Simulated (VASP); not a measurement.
Set up this calculation in VASP 6.6.1, as the native input.

| Item | Value |
| --- | --- |
| Task | relaxation of cell and atoms |
| Functional | PBE |
| Potentials or basis | VASP PAW PBE potentials, release 64 (Zn, Au) |
| Cutoff | 600 eV |
| k mesh | 9 × 9 × 9 |
| Occupations | fermi-dirac, width 0.15 eV |
| Spin | no spin polarisation |
| Dipole correction | no |
| Further INCAR settings | ALGO = Fast; EDIFF = 1e-06; IBRION = 2; EDIFFG = -0.05; NSW = 80; ISIF = 3 |

The structure of ZnAu lies in POSCAR:

```
ZnAu
1.0
    3.1470000000      0.0000000000      0.0000000000
    0.0000000000      3.1470000000      0.0000000000
    0.0000000000      0.0000000000      3.1470000000
Zn Au
1 1
Direct
    0.5000000000      0.5000000000      0.5000000000
    0.0000000000      0.0000000000      0.0000000000
```

One way to write it, as run:

INCAR

```
  PREC = Accurate
  ENCUT = 600
  EDIFF = 1E-6
  ISMEAR = -1
  SIGMA = 0.15
  LREAL = F
  LASPH = T
  NELM = 100
  ALGO = Fast
  ISIF = 3
  LWAVE = F
  LCHARG = F
  GGA = PE
  IBRION = 2
  NSW = 80
  EDIFFG = -0.05
```

KPOINTS

```
Automatic mesh
0
Gamma
  9 9 9
```

Potentials or basis: VASP PAW PBE potentials, release 64 (Zn, Au).

Launch:

```console
$ cat potpaw_PBE.64/Zn/POTCAR potpaw_PBE.64/Au/POTCAR > POTCAR
$ mpirun -np 1 vasp_std > vasp.out
```

Results of the run:

```yaml
Relaxed_volume: 16.23 Å³/atom
Relaxed_cell: a = 3.190 Å, b = 3.190 Å, c = 3.190 Å, α = 90.00°, β = 90.00°, γ = 90.00°
Space_group_after_relaxing_to_0.05_Å: Pm-3m (No. 221)
Energy_gained_by_relaxing: 10.2 meV/atom
Ionic_steps: 3
Pressure_after_relaxing: 0.1 GPa
Band_gap_on_the_k_mesh: none (metal or under the smearing width)
```

Run time: 24 s on 1 thread of Intel(R) Xeon(R) 6975P-C (Granite Rapids), on a shared host, peak memory 0.18 GiB.
